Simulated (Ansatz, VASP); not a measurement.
One calculation of Se, two programs

The input POSCAR:

```
Se
1.0
    4.2770688679      0.0000000000      0.0000000000
   -2.1385344339      3.7040502933      0.0000000000
    0.0000000000      0.0000000000      4.8524777481
Se
3
Direct
    0.7746000000      0.7746000000      0.0000000000
    0.0000000000      0.2254000000      0.6666666667
    0.2254000000      0.0000000000      0.3333333333
```

File INCAR.step1:

```
SYSTEM = Se
  PREC = Accurate
  ENCUT = 520
  ISMEAR = -1
  SIGMA = 0.05
  LREAL = .FALSE.
  LASPH = .TRUE.
  NELM = 100
  NBANDS = 16
  GGA = PE
  ALGO = Normal
  EDIFF = 1E-4
  LWAVE = .TRUE.
  LCHARG = .FALSE.
```

INCAR.step2

```
SYSTEM = Se
  PREC = Accurate
  ENCUT = 520
  EDIFF = 1E-6
  ISMEAR = -1
  SIGMA = 0.05
  LREAL = .FALSE.
  LASPH = .TRUE.
  NELM = 100
  ALGO = Normal
  ISIF = 2
  LWAVE = .FALSE.
  LCHARG = .FALSE.
  METAGGA = R2SCAN
  LMIXTAU = .TRUE.
  NBANDS = 16
  ISTART = 1
```

The input KPOINTS:

```
regular mesh
0
G
  7 7 6
  0 0 0
```

input.yaml

```yaml
crystal:
  lattice:
    - [4.2770688679, 0.0, 0.0]
    - [-2.1385344339, 3.7040502933, 0.0]
    - [0.0, 0.0, 4.8524777481]
  atoms:
    - { symbol: Se, position: [0.7746, 0.7746, 0.0] }
    - { symbol: Se, position: [0.0, 0.2254, 0.6666666667] }
    - { symbol: Se, position: [0.2254, 0.0, 0.3333333333] }
hamiltonian:
  xc: r2scan
  pseudopotentials: { kind: paw }
kpoints:
  mp_grid: { grid: [7, 7, 6] }
scf:
  occupations: { method: fermi_dirac, width: 0.05 }
output:
  forces: true
  stress: true
  eigenvalues: true
```

Alike in both runs: task single point; functional r2SCAN; k mesh 7 × 7 × 6; occupations fermi-dirac, width 0.05 eV; no spin polarisation.

```csv
,VASP,Ansatz
version,VASP 6.6.1,Ansatz 0.2.0
potentials or method,"VASP PAW PBE potentials, release 64 (Se)",Ansatz PAW
plane-wave cutoff (eV),520,500
valence electrons in the cell,18,48
```

Ansatz gave:

```
gap on the k mesh at the Fermi level (eV)       : 1.40
least direct gap on the mesh (eV)               : 1.80
pressure (GPa)                                  : 5.7
largest component of the traceless stress (GPa) : 2.14
rms of the force components (eV/Å)              : 0.420
```

Question: Which values does VASP return?

Answer: gap on the k mesh at the Fermi level (eV): 1.40; least direct gap on the mesh (eV): 1.79; pressure (GPa): 5.7; largest component of the traceless stress (GPa): 2.14; rms of the force components (eV/Å): 0.424.

Atom by atom the forces differ by 0.005 eV/Å (rms over components). The two sets of potentials don't hold the same shells in valence.

Caveats: the PAW data sets were made with another functional, which shifts forces and pressure a little (VASP); an odd mesh through Γ misses points on the zone boundary, where band edges often lie (VASP); odd divisions of the mesh miss points on the zone boundary, where band edges often lie, so the gap on the mesh can be too wide (Ansatz); the PAW data sets come from PBE, with cores solved anew for the run's functional, which leaves a small shift of forces and pressure (Ansatz). r2SCAN opens gaps a little over a GGA but as a rule still falls short of measured ones.
